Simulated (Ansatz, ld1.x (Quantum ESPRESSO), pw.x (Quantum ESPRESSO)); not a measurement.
# Ge (bcc): variants of one TM potential in the solid

```
Element                 : germanium (Ge)
Generator               : ld1.x (Quantum ESPRESSO) 7.5
Type                    : norm-conserving Troullier–Martins (Kleinman–Bylander form)
Functional              : PBE
Relativity              : scalar-relativistic
Frozen core             : [Ar] 3d10
Valence charge          : 4
Reference configuration : 4s2 4p1.5 (charge +0.5)
Partial waves           : 4s (bound): rc 1.80 bohr; 4p (bound): rc 2.20 bohr; 4d channel at 0.25 Ry: rc 2.05 bohr
Local potential         : all-electron potential smoothed inside 1.55 bohr (lloc = -2)
Core correction         : none
```

Crystal test: bcc Ge in pw.x 7.5, no spin, 14³ k-points, Fermi–Dirac smearing 0.01 Ry, cutoffs set for each file from its atomic test. The reference is all-electron LAPW (Ansatz 0.2.0) with the same functional, mesh and smearing; V0 and B0 come from Birch–Murnaghan fits to the pressures at five volumes. Errors are pseudo minus all-electron; Δ is the rms difference of the E(V) curves that follow from these fits, minima aligned, over ±6 % about the mean V0. Mesh and smearing are coarse, so the numbers serve the comparison and aren't converged zero-temperature values; the lattice is a test structure that the element need not adopt.

All-electron: a0 = 3.377 Å (V0 = 19.26 Å³/atom), B0 = 64.5 GPa.

Base: This is a poor potential for the solid.

1 further variants are left out: they gave no file fit for a test, a broken result, the same result as the base, or pressures whose basis-set error rivals the error shown.

A dash in a converged row means that the minimum lies outside the volumes sampled.

```csv
change,cutoffs (Ry),pw.x,a0 (Å),a0 error (%),B0 error (%),Δ (meV/atom),mean pressure error (GPa)
base,50/200,converged,3.352,-0.75,+5.7,6.2,-1.45
wave 4d channel at 0.25 Ry: rc 2.05 bohr becomes 4d channel at 0.25 Ry: rc 1.44 bohr,50/200,converged; bound ghost,–,–,–,–,-13.21
wave 4d channel at 0.25 Ry: rc 2.05 bohr becomes 4d channel at 0.25 Ry: rc 2.08 bohr,50/200,converged,3.352,-0.74,+5.7,6.1,-1.44
wave 4d channel at 0.25 Ry: rc 2.05 bohr becomes 4d channel at 0.25 Ry: rc 3.10 bohr,50/200,converged,3.357,-0.61,+5.0,5.1,-1.19
```

Problem. Give the row for: wave 4d channel at 0.25 Ry: rc 2.05 bohr becomes 4d channel at 0.25 Ry: rc 2.52 bohr.

Solution. pw.x: converged; mean pressure error (GPa): -1.30; a0 (Å): 3.355; a0 error (%): -0.67; B0 error (%): +5.4; Δ (meV/atom): 5.6.
